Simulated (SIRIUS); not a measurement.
Sc under changes of volume

One of the cells (23.548 Å³/atom); the others are scaled copies at fixed shape and fractional positions:

```
Sc
1.0
     0.00000    2.27497    2.27497
     2.27497    0.00000    2.27497
     2.27497    2.27497    0.00000
Sc
1
Direct
  0.00000 0.00000 0.00000
```

This isn't the form of Sc at room conditions, which is hcp.

- Program: SIRIUS 7.12.0
- Functional: PBE
- Potentials or basis: PseudoDojo 0.4.1 PBE standard (scalar relativistic)
- Cutoff: 1078 eV
- Density cutoff: 4311 eV
- k mesh: 10 × 10 × 10
- Occupations: fermi-dirac, width 0.05 eV
- Spin: no spin polarisation

| volume (Å³/atom) | energy over the lowest point (meV/atom) | pressure (GPa) |
| --- | --- | --- |
| 21.701 | 67.93 | 8.1 |
| 22.163 | 46.89 | 6.6 |
| 22.625 | ? | ? |
| 23.548 | 8.23 | 2.6 |
| 24.010 | 2.55 | 1.5 |
| 24.472 | 0.00 | 0.4 |

Q: What does the run at 22.625 Å³/atom give?

A: Energy over the lowest point 30.11 meV/atom; pressure 5.1 GPa.

Worked out: A Birch-Murnaghan fit of order 3 (a polynomial in V^(-2/3)) to the other rows has its minimum at 24.64 Å³/atom, just outside them, with B0 = V·E''(V) = 53 GPa and B' = 3.0. It gives 30.12 meV/atom at 22.625 Å³/atom, against the run's 30.11, and -dE/dV = 5.1 GPa, against 5.1.

Energies are extrapolated to zero smearing.
